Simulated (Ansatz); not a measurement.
# BaTiO3: input and output

input.yaml (Ansatz 0.2.0)

```yaml
crystal:
  lattice:
    - [4.03386743, 0.0, 0.0]
    - [0.01041687, 4.03385735, 0.0]
    - [0.02083374, 0.02079344, 8.06767441]
  atoms:
    - { symbol: Ba, position: [0.0, 0.0, 0.0] }
    - { symbol: Ba, position: [0.0, 0.0, 0.5] }
    - { symbol: Ti, position: [0.486, 0.486, 0.243] }
    - { symbol: Ti, position: [0.486, 0.486, 0.743] }
    - { symbol: O, position: [0.5084, 0.5084, 0.00925] }
    - { symbol: O, position: [0.5084, 0.5084, 0.50925] }
    - { symbol: O, position: [0.0185, 0.5084, 0.2542] }
    - { symbol: O, position: [0.0185, 0.5084, 0.7542] }
    - { symbol: O, position: [0.5084, 0.0185, 0.2542] }
    - { symbol: O, position: [0.5084, 0.0185, 0.7542] }
  symmetry: { tolerance: 0.0003 }
kpoints:
  mp_grid: { grid: [6, 6, 3], shift: [0, 0, 0] }
magnetization:
  spin_polarized: false
scf:
  occupations: { method: fermi_dirac }
  lower_state_search: "off"
  max_iter: 200
hamiltonian:
  pseudopotentials: { kind: paw }
  xc: pbe
basis:
  ecutwfc: 420
  fft_grid_basis: typed
output:
  forces: true
  stress: true
  eigenvalues: true
  bader: true
  populations: true
  elf: true
  write_potential: true
  volumetric_format: npy
  dos:
    e_range: [-12, 8]
    de: 0.05
    projected: { site_lists: { Ba: [Ba], O: [O], Ti: [Ti] } }
checkpoint:
  read: saved_state
```

The saved state is an earlier solution for the same cell, perhaps on another mesh. 

Parts of the output:

```
Warning: crystal.lattice misses the space group found at crystal.symmetry.tolerance 3.0e-4 in a digit that the deck types, which is why this is a warning: making the lattice exact moves one of its numbers by a whole unit of that number's last typed decimal, or more. The operation that it misses by the most changes a squared length by the fraction 2.89e-6.
Pseudopotentials: kind: paw
Pseudopotential: Ba, paw, valence charge 10, recommended cutoff 420 eV (normal), Ba.paw.azcp
Pseudopotential: Ti, paw, valence charge 12, recommended cutoff 420 eV (normal), Ti.paw.azcp
Pseudopotential: O, paw, valence charge 6, recommended cutoff 420 eV (normal), O.paw.azcp
Functional definition: PBE
  exchange = pbe_x(kappa = kappa, mu = beta*pi^2/3)
  correlation = pbe_c(beta = beta)
Crystal: 10 atoms, lattice volume = 131.278 Å³
Basis set: ecut = 420 eV, 2587 PW (Γ), exchange–correlation on 54×54×108 points (8 copies of the dense FFT grid, shifted against one another)
Bands: 50, of which v1, the nominal top of the filled ones, is band 40 counted from 1 (39 counted from 0)
Symmetry: 4 space group operations
Space group: R3m (ITA 160), of the structure as read, at distance tolerance 1.5e-3 Å
k-points: 34 of 108 (time reversal used)
Initial density: read from a saved state, or passed on in memory by an earlier SCF of this step, an earlier step, the calling program or the single point that the run made first
Functional: x = pbe(κ = 0.804, μ = 0.2195), c = pbe(β = 0.0667)
SCF iter   1: F=—  Δρ=5.86e-4  dr2=1.83e-4
SCF iter   2: F=—  Δρ=3.10e-4  dr2=7.36e-5
SCF iter   3: F=—  Δρ=6.32e-5  dr2=5.31e-6
SCF iter   4: F=—  Δρ=2.68e-5  dr2=2.65e-7
SCF iter   5: F=-20319.2388 eV  Δρ=2.27e-6  dr2=3.78e-9
SCF iter   6: F=-20319.2388 eV  Δρ=7.15e-7  dr2=5.11e-10
Free energy (F): -20319.2388 eV
Harris-Foulkes:  -20319.2388 eV  (|F-HF|=1.20e-10)
Internal energy: -20319.2388 eV  (E = F + TS)
E sigma→0 (E₀):  -20319.2388 eV
Entropy (-TS):    0.0000 eV (-0.001 meV/atom)
Fermi energy:    11.1390 eV
--- Forces (eV/Å), atoms counted from 1 ---
  atom   1  Ba    -0.0575    -0.0574    -0.0572
  atom   2  Ba    -0.0575    -0.0574    -0.0572
  atom   3  Ti    -0.0955    -0.0953    -0.0950
  atom   4  Ti    -0.0955    -0.0953    -0.0950
  atom   5  O      0.0664     0.0662     0.0199
  atom   6  O      0.0664     0.0662     0.0199
  atom   7  O      0.0202     0.0663     0.0662
  atom   8  O      0.0202     0.0663     0.0662
  atom   9  O      0.0664     0.0201     0.0662
  atom  10  O      0.0664     0.0201     0.0662
--- Stress (GPa, compression-positive) ---
        1.2116      -0.0138      -0.0139
       -0.0138       1.2117      -0.0138
       -0.0139      -0.0138       1.2120
  P = ⅓ Tr σ = 1.2118 GPa (12.118 kbar)
--- Bader charges: 10 sites ---
  site symbol  charge [e]  shift [e]
     0     Ba      1.5401     0.0000
     1     Ba      1.5401     0.0000
     2     Ti      2.1955     0.0038
     3     Ti      2.1955     0.0038
     4      O     -1.2452     0.0013
     5      O     -1.2452     0.0013
     6      O     -1.2452     0.0013
     7      O     -1.2452     0.0013
     8      O     -1.2452     0.0013
     9      O     -1.2452     0.0013
```

Origin: a database entry at a rescaled volume.
